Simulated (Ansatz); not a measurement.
SnO (Pmmn), ideal shear of a crystal plane

Computed with DFT r2SCAN, scalar-relativistic, plane waves, PAW (Ansatz). Cutoff 500 eV, Γ-centred 7×9×3 k-points, Gaussian smearing of 0.03 eV. No spin polarisation. Energies are free energies at this smearing, counted from the undisturbed cell; pressure is positive in compression.

The starting cell (relaxed at this level):

```
Sn O
1.0
     0.00000   -4.93646    0.00000
     0.00000    0.00000   -3.80668
    11.42790    0.00000    0.00000
Sn O
6 6
Direct
  0.76763 0.62500 0.91665
  0.76763 0.62500 0.24998
  0.76763 0.62500 0.58332
  0.23237 0.12500 0.08332
  0.23237 0.12500 0.41665
  0.23237 0.12500 0.74998
  0.00013 0.12500 0.91665
  0.00013 0.12500 0.24998
  0.00013 0.12500 0.58332
  0.99987 0.62500 0.08332
  0.99987 0.62500 0.41665
  0.99987 0.62500 0.74998
```

The cut lies on the cell's a–b face, a (0 1 0) plane (indices in the standard cell, whose axes needn't be the Cartesian ones shown) of area 18.79 Å², between layers 1.90 Å apart. Vector c is tilted by f times 0·a + 1·b (length 3.807 Å) with the atoms' Cartesian places fixed: one unrelaxed fault a cell. The traction is dγ/du, the slope of γ against the slip u in Å. Some rows repeat others by symmetry and weren't run.

| f | γ (mJ/m²) | traction (GPa) |
| --- | --- | --- |
| 0.0000 | 0 | 0.0 |
| 0.1000 | 285 | 14.8 |
| 0.2000 | 1081 | 25.9 |
| 0.3000 | 2133 | 27.1 |
| 0.4000 | 2977 | 15.5 |
| 0.5000 | 3273 | 0.0 |
| 0.6000 | 2977 | -15.5 |
| 0.7000 | 2133 | -27.1 |
| 0.8000 | 1081 | -25.9 |
| 0.9000 | 285 | -14.8 |

Question: Read off the first barrier and the stress needed to climb it, and compare with Frenkel's sinusoid.

Answer: The first sampled maximum lies at f = 0.500, a slip of 1.90 Å, with γ ≈ 3273 mJ/m², which stands in for the unstable fault energy γ_us, and the steepest sampled slope before it is 27.1 GPa. A sinusoid γ = γ_us sin²(πu/λ) with its maximum there has λ = 3.81 Å and a largest slope πγ_us/λ = 27.0 GPa (1 mJ/m² per Å = 0.01 GPa). The stand-in is too high: the stress and forces give a traction of 4.2 GPa across the line at this point, so it is no saddle, and slip that bends off the line crosses lower.

Question: Is there a metastable fault on this line?

Answer: Apart from points where γ returns to about zero, no local minimum shows among the samples, so at this sampling the line offers no fault for a dislocation to split on; a fault can still lie off the line.

The cut is rigid; relaxing the faces lowers these energies and usually the stresses.

The gap closes along the scan, which can put kinks into the curve.

Cost: 6 runs of about 4.7 core-minutes in all, on AMD EPYC 9R45 (Zen 5) (shared hosts).